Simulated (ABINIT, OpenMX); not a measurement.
# Al: 4 runs at one level of theory

```
Al
1.0
     0.00000    2.02481    2.02481
     2.02481    0.00000    2.02481
     2.02481    2.02481    0.00000
Al
1
Direct
  0.00000 0.00000 0.00000
```

Alike in all runs: task band structure; functional LDA; k mesh 11 × 11 × 11; occupations fermi-dirac, width 0.05 eV; no spin polarisation; no spin-orbit coupling. LDA stands for any of its common fits. Pressure is positive in compression and, in plane waves, holds the error of the finite cutoff.

```tsv
program and potentials	plane-wave cutoff (eV)	notes	pressure (GPa)
ABINIT, PseudoDojo NC SR LDA v0.4.1 standard	599	-	?
OpenMX, OpenMX 2013 LDA set, Al7.0-s2p2d1, grid cutoff 300 Ry	-	atomic basis	-4.83
OpenMX, OpenMX 2013 LDA set, Al7.0-s2p1d1, grid cutoff 300 Ry	-	atomic basis	-3.68
ABINIT, JTH PAW LDA v2.0	544	-	-3.76
```

Estimate from the other rows what the run with ABINIT, PseudoDojo NC SR LDA v0.4.1 standard gave.

Pressure -3.89 GPa. The other rows, which needn't bracket it: pressure -4.83 to -3.68.
